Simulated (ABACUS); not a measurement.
# HfC (Fm-3m) in ABACUS: further runs

The runs below take HfC through band structure, equation of state, with PBE.

Program: ABACUS 3.10.1. These are calculated values, not measurements. Logs are shortened: lines on timing, memory, paths and dates and some standing lists are left out, and cuts for length are marked.

## (1) Starting point

Symmetry: Fm-3m, No. 225, cubic system. The conventional cell has a = 4.650 Å, b = 4.650 Å, c = 4.650 Å, α = 90.00°, β = 90.00°, γ = 90.00°. Hf (site symmetry m-3m) is surrounded by 6 C at 2.33 Å. C (site symmetry m-3m) is surrounded by 6 Hf at 2.33 Å.

## (2) Band structure, PBE, spin-orbit coupling, no magnetisation

Input file INPUT:

```
INPUT_PARAMETERS
suffix              HfC
calculation         nscf
basis_type          lcao
pseudo_dir          ./
orbital_dir         ./
symmetry            -1
dft_functional      pbe
ecutwfc             100.0
pseudo_rcut         7
nspin               4
nbands              36
ks_solver           genelpa
smearing_method     fd
smearing_sigma      0.00367493
scf_thr             1e-07
scf_nmax            100
mixing_type         broyden
mixing_beta         0.4
noncolin            0
lspinorb            1
init_chg            file
out_band            1
```

Input file STRU:

```
ATOMIC_SPECIES
Hf 178.4900 Hf.upf
C 12.0110 C.upf

NUMERICAL_ORBITAL
Hf_confined-atom_8au_3s2p2d1f.orb
C_confined-atom_6au_2s2p1d.orb

LATTICE_CONSTANT
6.2135074315

LATTICE_VECTORS
0.0000000000 0.7071067812 0.7071067812
0.7071067812 0.0000000000 0.7071067812
0.7071067812 0.7071067812 0.0000000000

ATOMIC_POSITIONS
Cartesian

Hf
0.0
1
0.7071067812 0.7071067812 0.7071067812 1 1 1

C
0.0
1
0.0000000000 0.0000000000 0.0000000000 1 1 1
```

Input file KPT:

```
K_POINTS
12
Line
0.00000000 0.00000000 0.00000000 10 // G
0.50000000 0.00000000 0.50000000 10 // X
0.50000000 0.25000000 0.75000000 10 // W
0.37500000 0.37500000 0.75000000 10 // K
0.00000000 0.00000000 0.00000000 10 // G
0.50000000 0.50000000 0.50000000 10 // L
0.62500000 0.25000000 0.62500000 10 // U
0.50000000 0.25000000 0.75000000 10 // W
0.50000000 0.50000000 0.50000000 10 // L
0.37500000 0.37500000 0.75000000 1 // K
0.62500000 0.25000000 0.62500000 10 // U
0.50000000 0.00000000 0.50000000 1 // X
```

Potentials or basis: PseudoDojo NC FR 0.4 PBE standard, DZP LCAO (the cutoffs set its grid).

On the command line:

```
OMP_NUM_THREADS=1 mpirun -np 4 abacus > log
```

running log:

```text
ABACUS v3.10.1

               Atomic-orbital Based Ab-initio Computation at UStc

 ------------------------------------------------------------------------------------

 READING GENERAL INFORMATION
                           global_out_dir = OUT.HfC/
                           global_in_card = INPUT
                               pseudo_dir = ./
                              orbital_dir = ./
                                    DSIZE = 4
                                    GSIZE = 1

 READING UNITCELL INFORMATION
                                    ntype = 2
                  lattice constant (Bohr) = 6.21351
              lattice constant (Angstrom) = 3.28805

 READING ATOM TYPE 1
                               atom label = Hf
                      L=0, number of zeta = 3
                      L=1, number of zeta = 2
                      L=2, number of zeta = 2
                      L=3, number of zeta = 1
             number of atom for this type = 1
               magnetization of element 1 = [ 0, 0, 0 ]

 READING ATOM TYPE 2
                               atom label = C
                      L=0, number of zeta = 2
                      L=1, number of zeta = 2
                      L=2, number of zeta = 1
             number of atom for this type = 1
               magnetization of element 2 = [ 0, 0, 0 ]

                        TOTAL ATOM NUMBER = 2
CARTESIAN COORDINATES ( UNIT =       6.213507431500 Bohr ).
    atom                   x                   y                   z     mag                  vx                  vy                  vz
tauc_Hf1            0.7071067812        0.7071067812        0.7071067812  0.0000        0.0000000000        0.0000000000        0.0000000000
tauc_C1            0.0000000000        0.0000000000        0.0000000000  0.0000        0.0000000000        0.0000000000        0.0000000000

                          Volume (Bohr^3) = 169.627
                             Volume (A^3) = 25.1361

 Lattice vectors: (Cartesian coordinate: in unit of a_0)
                   +0           +0.707107           +0.707107
            +0.707107                  +0           +0.707107
            +0.707107           +0.707107                  +0
 Reciprocal vectors: (Cartesian coordinate: in unit of 2 pi/a_0)
            -0.707107           +0.707107           +0.707107
            +0.707107           -0.707107           +0.707107
            +0.707107           +0.707107           -0.707107
 The esolver type has been set to : ksdft_lcao

                PAO radial cut off (Bohr) = 7

 Read in pseudopotential file is Hf.upf
                     pseudopotential type = NC
          exchange-correlation functional = PBE
                 nonlocal core correction = 1
                        valence electrons = 12
                                     lmax = 3
                           number of zeta = 6
                     number of projectors = 14
                           L of projector = 0
                           L of projector = 0
[... 6 lines left out ...]
                           L of projector = 2
                           L of projector = 2
                           L of projector = 3
                           L of projector = 3
                           L of projector = 3
[... 78 lines left out ...]
       3  0.10000000  0.00000000  0.10000000  1.0000
       4  0.15000000  0.00000000  0.15000000  1.0000
       5  0.20000000  0.00000000  0.20000000  1.0000
       6  0.25000000  0.00000000  0.25000000  1.0000
[... 22 lines left out ...]
      29  0.40000000  0.35000000  0.75000000  1.0000
      30  0.38750000  0.36250000  0.75000000  1.0000
[... 72 further k points ...]

           k-point number in this process = 102
       minimum distributed K point number = 102

[... K-POINTS CARTESIAN COORDINATES: 102 rows ...]

[... K-POINTS DIRECT COORDINATES: 102 rows ...]

 SETUP PLANE WAVES FOR WAVE FUNCTIONS
     energy cutoff for wavefunc (unit:Ry) = 100
              fft grid for wave functions = [ 40, 40, 40 ]
                    number of plane waves = 3695
                         number of sticks = 313

 PARALLEL PW FOR WAVE FUNCTIONS
     PROC   COLUMNS(POT)             PW
        1             78            923
        2             78            923
        3             78            924
        4             79            925
 --------------- sum -------------------
        4            313           3695

 SET NONLOCAL PSEUDOPOTENTIAL PROJECTORS
 SET NONLOCAL PSEUDOPOTENTIAL PROJECTORS
 max number of nonlocal projetors among all species is 14

 -------------------------------------------
 NONSELF-CONSISTENT
 -------------------------------------------

 SETUP SEARCHING RADIUS FOR PROGRAM TO SEARCH ADJACENT ATOMS
                  longest orb rcut (Bohr) = 8
   longest nonlocal projector rcut (Bohr) = 2.46
                     search radius (Bohr) = 20.9
              searching radius is (Bohr)) = 20.9
         searching radius unit is (Bohr)) = 6.21
                         PeriodicBoundary = 1
                        Radius(unit:lat0) = 3.37
                                   glayer = [ 6, 6, 6 ]
                             glayer_minus = [ 5, 5, 5 ]

Find the coordinate range of the input atom(unit:lat0).
                                  min_tau = [ -7.07, -7.07, -7.07 ]
                                  max_tau = [ 7.78, 7.78, 7.78 ]
                                BoxNumber = [ 11, 11, 11 ]

 SETUP EXTENDED REAL SPACE GRID FOR GRID INTEGRATION
                          real space grid = [ 40, 40, 40 ]
                 big cell numbers in grid = [ 8, 8, 8 ]
             meshcell numbers in big cell = [ 5, 5, 5 ]
                        extended fft grid = [ 13, 13, 13 ]
                dimension of extened grid = [ 35, 35, 35 ]
                            UnitCellTotal = 125
              Atom number in sub-FFT-grid = 2
    Local orbitals number in sub-FFT-grid = 78
                                ParaV.nnr = 142192
                                 init_chg = file
 try to read charge from file
 Read in the charge density: OUT.HfC//HfC-CHARGE-DENSITY.restart

 LCAO ALGORITHM --------------- ION=   1  ELEC=   1--------------------------------
[... levels at 102 k points of this process ...]

total magnetism (Bohr mag/cell)	-1.43264e-13	-1.34854e-14	-2.70976e-14
       absolute magnetism (Bohr mag/cell) = 5.29000e-13

 Density error is 0.00000000000
----------------------------------------------------------
     Energy           Rydberg                 eV
----------------------------------------------------------
 E_KohnSham     -125.0663977612      -1701.6156378867
 E_KS(sigma->0) -125.0662160886      -1701.6131661041
 E_Harris       -125.0663977612      -1701.6156378867
 E_band         -6.6883993895        -91.0003421969
 E_one_elec     -9.8525994339        -134.0514924122
 E_Hartree      13.0976202067        178.2022650513
 E_xc           -32.9234729136       -447.9468295734
 E_Ewald        -95.3875822752       -1297.8146373870
 E_entropy(-TS) -0.0003633452        -0.0049435653
 E_descf        0.0000000000         0.0000000000
 E_exx          0.0000000000         0.0000000000
 E_Fermi        1.1569737195         15.7414350217
----------------------------------------------------------

 charge density convergence is achieved
 final etot is -1701.6156379 eV
 EFERMI = 15.741435022 eV

 STATE ENERGY(eV) AND OCCUPATIONS    NSPIN == 4
 1/102 kpoint (Cartesian) = 0.0000 0.0000 0.0000 (704 pws)
       1       -45.6966     0.00980392
       2       -45.6966     0.00980392
       3       -19.4196     0.00980392
       4       -19.4196     0.00980392
       5       -11.9378     0.00980392
       6       -11.9378     0.00980392
[... 218 lines left out ...]
      35        33.6368        0.00000
      36        33.6368        0.00000

[... levels at 96 further k points ...]

 --------------------------------------------
 !FINAL_ETOT_IS -1701.615637886696 eV
 --------------------------------------------

 Output bands in file: OUT.HfC/BANDS_1.dat
```

stdout:

```text
ABACUS v3.10.1

               Atomic-orbital Based Ab-initio Computation at UStc

%%%%%%%%%%%%%%%%%%%%%%%%%%%%%%%%%%%%%%%%%%%%%%%%%%%%%%%%%%%%%%%%%%%%%%%%%%%%%%%%%%%%%%%%%%%%%%%%%%%%%%%%%
[... 20 lines left out ...]
 -------------------------------------------
 NONSELF-CONSISTENT :
 -------------------------------------------
 START CHARGE      : file
 ITER     TMAGX      TMAGY      TMAGZ       AMAG        ETOT/eV          EDIFF/eV         DRHO     TIME/s
 GE1     -1.43e-13  -1.35e-14  -2.71e-14   5.29e-13  -1.70161564e+03   0.00000000e+00   0.0000e+00   1.54
```

Wall time 3.3 s (4 MPI ranks of AMD EPYC 7R43 (Zen 3), shared host); peak memory 0.48 GiB.

Levels at the corners of the path, in eV from the Fermi level:
| point | band 13 | band 14 | band 15 | band 16 | band 17 | band 18 | band 19 | band 20 |
| --- | --- | --- | --- | --- | --- | --- | --- | --- |
| Γ | 1.18 | 1.18 | 1.18 | 1.18 | 1.36 | 1.36 | 1.36 | 1.36 |
| X | -1.69 | -1.69 | -0.12 | -0.12 | 0.20 | 0.20 | 5.36 | 5.36 |
| W | -2.87 | -2.87 | -2.36 | -2.36 | 3.73 | 3.73 | 3.80 | 3.80 |
| K | -2.62 | -2.62 | -1.52 | -1.52 | 1.68 | 1.68 | 5.80 | 5.80 |
| Γ | 1.18 | 1.18 | 1.18 | 1.18 | 1.36 | 1.36 | 1.36 | 1.36 |
| L | -2.95 | -2.95 | -2.87 | -2.87 | 5.36 | 5.36 | 5.36 | 5.36 |
| U | -2.62 | -2.62 | -1.52 | -1.52 | 1.68 | 1.68 | 5.80 | 5.80 |
| W | -2.87 | -2.87 | -2.36 | -2.36 | 3.73 | 3.73 | 3.80 | 3.80 |
| L | -2.95 | -2.95 | -2.87 | -2.87 | 5.36 | 5.36 | 5.36 | 5.36 |
| K | -2.62 | -2.62 | -1.52 | -1.52 | 1.68 | 1.68 | 5.80 | 5.80 |
| U | -2.62 | -2.62 | -1.52 | -1.52 | 1.68 | 1.68 | 5.80 | 5.80 |
| X | -1.69 | -1.69 | -0.12 | -0.12 | 0.20 | 0.20 | 5.36 | 5.36 |

Caveat: the atomic orbitals were generated for these runs and aren't a published set; the density is read from an earlier self-consistent run, whose mesh may be coarse; the basis of atomic orbitals isn't converged, which shifts pressures, moduli and gaps.

[end of part 1 of 2]
